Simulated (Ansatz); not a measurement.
The system is GaP.

```xyz
2
Lattice="0.0000 2.7252 2.7252 2.7252 0.0000 2.7252 2.7252 2.7252 0.0000" Properties=species:S:1:pos:R:3 pbc="T T T"
Ga    0.0000    0.0000    0.0000
P     4.0879    4.0879    4.0879
```

Program: Ansatz 0.2.0. Alike in all runs: potentials or basis Ansatz PAW; cell as given; cutoff (eV) 420.

Question: Order these runs on this cell by their pressure, lowest first.
A. level BLYP; spin off; k mesh 8 × 8 × 8; smearing fermi-dirac 0.05 eV; points for each segment of the path 14
B. level RPBE; spin off; k mesh 8 × 8 × 8; smearing gaussian 0.1 eV
C. level PBE; spin off; k mesh 8 × 8 × 8; smearing gaussian 0.012 eV
D. level PBEsol; spin SOC, no magnetisation; k mesh 6 × 6 × 6; smearing fermi-dirac 0.05 eV; points for each segment of the path 14
E. level LDA; spin off; k mesh 8 × 8 × 8; smearing fermi-dirac 0.05 eV; points for each segment of the path 14

Answer: E (-2.7 GPa), D (-0.5 GPa), C (2.5 GPa), B (4.6 GPa), A (6.3 GPa).

Caveats: the PAW data sets come from PBE, with cores solved anew for the run's functional, which leaves a small shift of forces and pressure (some runs); the potentials were made for another functional, which shifts forces and pressure (some runs); the k mesh misses the band edges, so the gap on the mesh is wider than the one along the path (some runs).

Not every run made on this cell is shown here.
